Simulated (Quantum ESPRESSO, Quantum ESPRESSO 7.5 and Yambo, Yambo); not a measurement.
# Quasiparticle gap of SiC (P6_3mc) in Yambo

How does a plane-wave GW calculation on SiC (P6_3mc) run from the first input to the gap?

Program: Quantum ESPRESSO 7.5 and Yambo 5.3.0. Level of theory: PBE and many-body steps on it, plane waves. Results are calculated unless marked as measured.

**What was measured.**

- Gap 3.03 eV: indirect gap, experimental literature value; quoted from earlier experiment; bulk crystal (quoted in “Charge spill-out and work function of few-layer graphene on SiC(0001)”, 2018, arxiv:1806.04908).

- Gap 3 eV: optical absorption onset, approximate; UV-Vis-NIR transmission; bulk crystal (400 micron semi-insulating 6H-SiC wafer) (“Effects of energetic ion irradiation on WSe2/SiC heterostructures”, 2017, pmc:5482891).

- Gap 3.02 eV: band gap at cryogenic temperature; bulk crystal (literature value) (quoted in “Silicon carbide diodes for neutron detection”, 2020, arxiv:2009.14696).

### 1. The structure

The structure is hexagonal, space group P6_3mc (No. 186). The conventional cell has a = 3.077 Å, b = 3.077 Å, c = 15.098 Å, α = 90.00°, β = 90.00°, γ = 120.00°. Nearest to Si lie 4 C at 1.88 to 1.89 Å. Nearest to Si lie 4 C at 1.89 Å. C has 4 Si at 1.88 to 1.89 Å nearest. C has 4 Si at 1.89 Å nearest. Farther neighbours are not listed.

The cell and positions are those that the Materials Project relaxed with its own functionals (PBE, PBE+U or r2SCAN), kept fixed.

### 2. Ground state

This step: Quantum ESPRESSO 7.5; DFT, PBE, plane waves, norm-conserving pseudopotentials.

The ground-state density comes first.

Contents of pw.in:

```
&control
  calculation = 'scf'
  prefix = 'x'
  outdir = 'o'
  pseudo_dir = 'pseudo'
/
&system
  ibrav = 0
  nat = 12
  ntyp = 2
  ecutwfc = 74.0
  nbnd = 34
  force_symmorphic = .true.
/
&electrons
  conv_thr = 1e-10
  electron_maxstep = 80
  mixing_beta = 0.5
/
ATOMIC_SPECIES
  Si 28.085 Si.upf
  C 12.011 C.upf
CELL_PARAMETERS angstrom
  3.0766210102 -0.0000000000 0.0000000000
  -1.5383105051 2.6644319527 0.0000000000
  0.0000000000 0.0000000000 15.0980843200
ATOMIC_POSITIONS crystal
  Si 0.3333333333 0.6666666667 0.8329861500
  Si 0.6666666667 0.3333333333 0.3329861500
  Si 0.6666666667 0.3333333333 0.6665006000
  Si 0.3333333333 0.6666666667 0.1665006000
  Si 0.0000000000 0.0000000000 0.4997294200
  Si 0.0000000000 0.0000000000 0.9997294200
  C 0.0000000000 0.0000000000 0.8743664100
  C 0.0000000000 0.0000000000 0.3743664100
  C 0.3333333333 0.6666666667 0.7079967800
  C 0.6666666667 0.3333333333 0.2079967800
  C 0.6666666667 0.3333333333 0.5415216400
  C 0.3333333333 0.6666666667 0.0415216400
K_POINTS automatic
  6 6 2 0 0 0
```

Command:

```sh
OMP_NUM_THREADS=1 mpirun -n 4 pw.x -nk 4 -in pw.in > pw.out
```

Output:

```text
Program PWSCF v.7.5 starts

     This program is part of the open-source Quantum ESPRESSO suite
     for quantum simulation of materials; please cite
         "P. Giannozzi et al., J. Phys.:Condens. Matter 21 395502 (2009);
         "P. Giannozzi et al., J. Phys.:Condens. Matter 29 465901 (2017);
         "P. Giannozzi et al., J. Chem. Phys. 152 154105 (2020);
     in publications or presentations arising from this work. More details at
     Message from routine setup:
     using ibrav=0 with symmetry is DISCOURAGED, use correct ibrav instead

     G-vector sticks info

     bravais-lattice index     =            0
     lattice parameter (alat)  =       5.8140  a.u.
     unit-cell volume          =     835.2127 (a.u.)^3
     number of atoms/cell      =           12
     number of atomic types    =            2
     number of electrons       =        48.00
     number of Kohn-Sham states=           34
     kinetic-energy cutoff     =      74.0000  Ry
     charge density cutoff     =     296.0000  Ry
     scf convergence threshold =      1.0E-10
     mixing beta               =       0.5000
     number of iterations used =            8  plain     mixing
     Exchange-correlation= PBE
                           (   1   4   3   4   0   0   0)

     celldm(1)=   5.813971  celldm(2)=   0.000000  celldm(3)=   0.000000
     celldm(4)=   0.000000  celldm(5)=   0.000000  celldm(6)=   0.000000

     crystal axes: (cart. coord. in units of alat)
               a(1) = (   1.000000  -0.000000   0.000000 )
               a(2) = (  -0.500000   0.866025   0.000000 )
               a(3) = (   0.000000   0.000000   4.907359 )

     reciprocal axes: (cart. coord. in units 2 pi/alat)
               b(1) = (  1.000000  0.577350 -0.000000 )
               b(2) = (  0.000000  1.154701 -0.000000 )
               b(3) = ( -0.000000 -0.000000  0.203776 )
     Pseudo is Norm-conserving + core correction, Zval =  4.0
     Generated using ONCVPSP code by D. R. Hamann
     Using radial grid of 1510 points,  6 beta functions with:
     Pseudo is Norm-conserving + core correction, Zval =  4.0
     Generated using ONCVPSP code by D. R. Hamann
     Using radial grid of 1248 points,  4 beta functions with:
     Si                4.00    28.08500     Si( 1.00)
     C                 4.00    12.01100     C ( 1.00)

      6 Sym. Ops. (no inversion) found

   Cartesian axes

     site n.     atom                  positions (alat units)
         1        Si     tau(   1) = (  -0.0000000   0.5773503   4.0877622  )
         2        Si     tau(   2) = (   0.5000000   0.2886751   1.6340826  )
         3        Si     tau(   3) = (   0.5000000   0.2886751   3.2707578  )
         4        Si     tau(   4) = (  -0.0000000   0.5773503   0.8170782  )
         5        Si     tau(   5) = (   0.0000000   0.0000000   2.4523518  )
         6        Si     tau(   6) = (   0.0000000   0.0000000   4.9060313  )
         7        C      tau(   7) = (   0.0000000   0.0000000   4.2908300  )
         8        C      tau(   8) = (   0.0000000   0.0000000   1.8371504  )
         9        C      tau(   9) = (  -0.0000000   0.5773503   3.4743945  )
        10        C      tau(  10) = (   0.5000000   0.2886751   1.0207149  )
        11        C      tau(  11) = (   0.5000000   0.2886751   2.6574412  )
        12        C      tau(  12) = (  -0.0000000   0.5773503   0.2037616  )

     number of k points=    14
                       cart. coord. in units 2pi/alat
        k(    1) = (   0.0000000   0.0000000   0.0000000), wk =   0.0277778
        k(    2) = (   0.0000000   0.0000000  -0.1018878), wk =   0.0277778
        k(    3) = (   0.0000000   0.1924501   0.0000000), wk =   0.1666667
        k(    4) = (   0.0000000   0.1924501  -0.1018878), wk =   0.1666667
        k(    5) = (   0.0000000   0.3849002   0.0000000), wk =   0.1666667
        k(    6) = (   0.0000000   0.3849002  -0.1018878), wk =   0.1666667
        k(    7) = (   0.0000000  -0.5773503   0.0000000), wk =   0.0833333
        k(    8) = (   0.0000000  -0.5773503  -0.1018878), wk =   0.0833333
        k(    9) = (   0.1666667   0.2886751   0.0000000), wk =   0.1666667
        k(   10) = (   0.1666667   0.2886751  -0.1018878), wk =   0.1666667
        k(   11) = (   0.1666667   0.4811252   0.0000000), wk =   0.3333333
        k(   12) = (   0.1666667   0.4811252  -0.1018878), wk =   0.3333333
        k(   13) = (   0.3333333   0.5773503   0.0000000), wk =   0.0555556
        k(   14) = (   0.3333333   0.5773503  -0.1018878), wk =   0.0555556

     Dense  grid:    71833 G-vectors     FFT dimensions: (  32,  32, 160)

     Initial potential from superposition of free atoms

     starting charge      47.9961, renormalised to      48.0000
     Starting wfcs are   48 randomized atomic wfcs

     per-process dynamical memory:    77.8 Mb

     Self-consistent Calculation

     iteration #  1     ecut=    74.00 Ry     beta= 0.50

     total energy              =    -122.61462581 Ry
     estimated scf accuracy    <       2.58459652 Ry

     iteration #  2     ecut=    74.00 Ry     beta= 0.50

     total energy              =    -123.22948681 Ry
     estimated scf accuracy    <       0.09988312 Ry

     iteration #  3     ecut=    74.00 Ry     beta= 0.50

     total energy              =    -123.23268329 Ry
     estimated scf accuracy    <       0.02270817 Ry

     iteration #  4     ecut=    74.00 Ry     beta= 0.50

     total energy              =    -123.23669704 Ry
     estimated scf accuracy    <       0.00904042 Ry

     iteration #  5     ecut=    74.00 Ry     beta= 0.50

     total energy              =    -123.23590171 Ry
     estimated scf accuracy    <       0.00222533 Ry

     iteration #  6     ecut=    74.00 Ry     beta= 0.50

     total energy              =    -123.23666023 Ry
     estimated scf accuracy    <       0.00007847 Ry

     iteration #  7     ecut=    74.00 Ry     beta= 0.50

     total energy              =    -123.23647623 Ry
     estimated scf accuracy    <       0.00052448 Ry

     iteration #  8     ecut=    74.00 Ry     beta= 0.50

     total energy              =    -123.23656790 Ry
     estimated scf accuracy    <       0.00000167 Ry

     iteration #  9     ecut=    74.00 Ry     beta= 0.50

     total energy              =    -123.23656983 Ry
     estimated scf accuracy    <       0.00000058 Ry

     iteration # 10     ecut=    74.00 Ry     beta= 0.50

     total energy              =    -123.23656979 Ry
     estimated scf accuracy    <       0.00000022 Ry

     iteration # 11     ecut=    74.00 Ry     beta= 0.50

     total energy              =    -123.23656981 Ry
     estimated scf accuracy    <       0.00000002 Ry

     iteration # 12     ecut=    74.00 Ry     beta= 0.50

     total energy              =    -123.23656982 Ry
     estimated scf accuracy    <       0.00000004 Ry

     iteration # 13     ecut=    74.00 Ry     beta= 0.50

     total energy              =    -123.23656982 Ry
     estimated scf accuracy    <          4.9E-10 Ry

     iteration # 14     ecut=    74.00 Ry     beta= 0.50

     total energy              =    -123.23656982 Ry
     estimated scf accuracy    <          1.1E-10 Ry

     iteration # 15     ecut=    74.00 Ry     beta= 0.50

     End of self-consistent calculation

          k = 0.0000 0.0000 0.0000 (  8941 PWs)   bands (ev):

    -5.9044  -5.3824  -5.3457  -3.8489  -3.8192  -2.3274   0.9710   3.3230
     3.3625   7.1497   7.1774   8.4354   8.4354   8.6224   8.6224   8.7318
     8.7318   9.2006   9.2006   9.2818   9.2818   9.5475   9.5842   9.5842
    14.7869  14.9569  15.3681  15.8789  15.9143  16.2795  16.5219  16.5223
    16.7547  16.9642

          k = 0.0000 0.0000-0.1019 (  8874 PWs)   bands (ev):

    -5.7685  -5.7685  -4.7062  -4.7062  -2.8729  -2.8729   1.7365   1.7365
     5.2333   5.2333   8.4947   8.4947   8.4947   8.4947   8.8163   8.8163
     8.9453   8.9453   8.9453   8.9453   9.4882   9.4882   9.4882   9.4882
    14.8537  14.8537  15.6001  15.6001  16.2727  16.2727  16.6157  16.6157
    16.6158  16.6158

          k = 0.0000 0.1925 0.0000 (  8928 PWs)   bands (ev):

    -5.4237  -4.9094  -4.8708  -3.4012  -3.3707  -1.9297   1.4053   3.5971
     3.6364   6.2563   6.4079   6.5068   7.0185   7.0724   7.6872   7.8061
     7.9520   8.0005   8.0544   8.2552   8.8188   8.8594   9.2427   9.3480
    14.3228  14.7073  14.8010  15.4838  15.9690  16.3919  16.7494  16.8808
    17.0977  17.2331

          k = 0.0000 0.1925-0.1019 (  8952 PWs)   bands (ev):

     [... further k-points ...]

     highest occupied, lowest unoccupied level (ev):     9.5842   11.6109

!    total energy              =    -123.23656982 Ry
     estimated scf accuracy    <          4.3E-11 Ry

     The total energy is the sum of the following terms:
     one-electron contribution =      33.74328285 Ry
     hartree contribution      =      14.05792536 Ry
     xc contribution           =     -45.38096250 Ry
     ewald contribution        =    -125.65681554 Ry

     convergence has been achieved in  15 iterations

     XML data file, charge density, pseudopotentials, collected wavefunctions

=------------------------------------------------------------------------------=
   JOB DONE.
=------------------------------------------------------------------------------=
```

Run time: 28 s. Hardware: 4 MPI ranks of Arm Neoverse V2, shared host; peak memory 0.53 GiB; 1.9 min of CPU time.

This step gave:

- total energy: -1676.7190 eV
- gap: 2.027 eV
- k of the valence top: 0, 0, 0
- k of the conduction bottom: 0, -0.5, 0
- least direct gap: 3.130 eV

The gap is indirect, with the least direct gap 1.10 eV higher.

(Continued in part 2 of 3.)

[Paths, hosts, dates, memory and timing lines, banners, echoed tables and standing remarks are left out of the program output.]

[Logs are printed without paths, hosts, clocks, repeated set-up lines and the standing remarks that a program may print on its own settings, such as how far it seeks lower states.]

[Runs of the session that timed out or met a known fault of the program may be left out.]

[Hosts, paths, dates, database ids (printed as entryN), source tags and the programs' standing remarks are cut or masked in the printed files.]
